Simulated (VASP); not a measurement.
**MnS: single point with r2SCAN**

MnS:

```
Mn S
1.0
     4.30568    0.00000    0.00000
     0.00000    4.30568    0.00000
     0.00000    0.00000    5.36058
Mn S
2 2
Direct
  0.00000 0.50000 0.00000
  0.50000 0.00000 0.50000
  0.00000 0.00000 0.25000
  0.00000 0.00000 0.75000
```

Measurements of this composition are mostly on another form, of space group No. 225.

| Item | Value |
| --- | --- |
| Program | VASP 6.6.1 |
| Task | single point |
| Functional | r2SCAN |
| Potentials or basis | VASP PAW PBE potentials, release 64 (Mn_pv, S) |
| Cutoff | 520 eV |
| k mesh | 5 × 5 × 4 |
| Occupations | gaussian, width 0.05 eV |
| Spin | collinear spin, ferromagnetic start |
| Starting moments | [4.0, 4.0, 0.0, 0.0] μB |

```yaml
Pressure: -3.4 GPa
Band_gap_on_the_k_mesh: none (metal or under the smearing width)
Net_moment: 8.70 μB per cell
Site_moments: Mn +4.27; S -0.07 μB
Valence_electrons_inside_the_program's_atomic_spheres: Mn 11.29; S 3.70
```

Stress tensor (GPa, compression positive):
```
-8.11  0.00  0.00
 0.00 -8.11  0.00
 0.00  0.00  6.12
```

Levels at points of the mesh, in eV from the Fermi level:
Spin up:
| k point | band 20 | band 21 | band 22 | band 23 | band 24 | band 25 | band 26 | band 27 |
| --- | --- | --- | --- | --- | --- | --- | --- | --- |
| (0.00, 0.00, 0.00) | -3.81 | -2.76 | -0.23 | -0.08 | -0.08 | 1.82 | 2.31 | 3.77 |
| (0.00, 0.00, 0.50) | -3.23 | -2.29 | -2.29 | -1.32 | -1.32 | 0.90 | 0.90 | 3.77 |
Spin down:
| k point | band 12 | band 13 | band 14 | band 15 | band 16 | band 17 | band 18 | band 19 |
| --- | --- | --- | --- | --- | --- | --- | --- | --- |
| (0.00, 0.00, 0.00) | -3.56 | -3.56 | -1.75 | 0.43 | 1.25 | 1.46 | 1.53 | 1.70 |
| (0.00, 0.00, 0.50) | -3.88 | -3.68 | -3.68 | -0.57 | -0.57 | 1.54 | 1.54 | 1.56 |

Wall time 2.8 min on 1 thread of Intel(R) Xeon(R) 6975P-C (Granite Rapids), on a shared host, peak memory 0.28 GiB.

Caveat: the PAW data sets were made with another functional, which shifts forces and pressure a little; semilocal functionals often make such compounds metallic where correlation or magnetic order opens a gap, which also shifts bond lengths; only a ferromagnetic start was run, and an antiferromagnetic order may lie lower in energy. With open d or f shells a metallic result of r2SCAN can be an artefact of self-interaction; +U or a hybrid may open a gap.
